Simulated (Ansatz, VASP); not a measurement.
# One calculation of C, two programs

```
CELL_PARAMETERS angstrom
-0.23713 0.36745 -2.56691
-1.09830 -3.06998 0.31917
-3.81181 3.30069 -0.82411
ATOMIC_POSITIONS crystal
C 0.44942 0.96738 0.65181
C 0.42674 0.57323 0.14648
C 0.57326 0.42677 0.85352
C 0.55058 0.03262 0.34819
C 0.89883 0.68445 0.65181
C 0.10117 0.31555 0.34819
```

Change from the starting cell: cell x2, atoms moved at random (sigma 0.15 Å) and cell strained at random (1.5 %), then relaxed without symmetry.

Alike in both runs: functional PBE; k mesh 8 × 8 × 6; occupations gaussian, width 0.2 eV; no spin polarisation.

Ansatz relaxed the structure, and its values are those at the end. VASP's run is a single point on that final structure, the one shown.

```csv
,VASP,Ansatz
version,VASP 6.6.1,Ansatz 0.2.0
potentials or method,"VASP PAW PBE potentials, release 64 (C)","scalar-relativistic, plane waves, PAW"
plane-wave cutoff (eV),520,420
valence electrons in the cell,24,24
```

VASP gave:

- gap on the k mesh at the Fermi level (eV): none
- pressure (GPa): 0.5
- rms of the force components (eV/Å): 0.008

Q: Which values does Ansatz return?

A: gap on the k mesh at the Fermi level (eV): none; pressure (GPa): 0.0; rms of the force components (eV/Å): 0.001.

A gap of «none» marks a metal or a gap that the smearing closes.
